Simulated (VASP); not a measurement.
A run of VASP 6.6.1 is set up as follows.

The input INCAR:

```
PREC = Accurate ; ENCUT = 600
EDIFF = 1E-6 ; ISMEAR = -1
SIGMA = 0.05 ; LREAL = False
LASPH = True ; NELM = 80
ALGO = Fast ; ISIF = 3
LWAVE = False ; LCHARG = False
GGA = PE ; IBRION = 2
NSW = 100 ; EDIFFG = -0.005
```

File KPOINTS:

```
regular mesh
0
Gamma
  15 15 8
```

Contents of POSCAR:

```
P
1.0
    2.5123336524      0.0000000000      0.0000000000
   -1.2561668262      2.1757447658      0.0000000000
    0.0000000000      0.0000000000      4.0699805169
P
2
Direct
    0.3333333333      0.6666666667      0.2500000000
    0.6666666667      0.3333333333      0.7500000000
```

Potentials or basis: VASP PAW PBE potentials, release 64 (P).

The run is started by

```bash
$ cat potpaw_PBE.64/P/POTCAR > POTCAR
$ mpirun -np 1 vasp_std > vasp.out
```

(1) Predict the relaxed volume.

(2) Predict the relaxed cell.

(3) What does it give for the space group after relaxing (to 0.05 Å)?

(4) What does it give for the band gap on the k mesh?

Results:

(1) 14.52 Å³/atom.

(2) a = 2.704 Å, b = 2.704 Å, c = 4.586 Å, α = 90.00°, β = 90.00°, γ = 120.00°.

(3) P6_3/mmc (No. 194).

(4) none (metal or under the smearing width).

Caveat: the volume moved by over 15 % at a fixed basis, so the end points are rough.
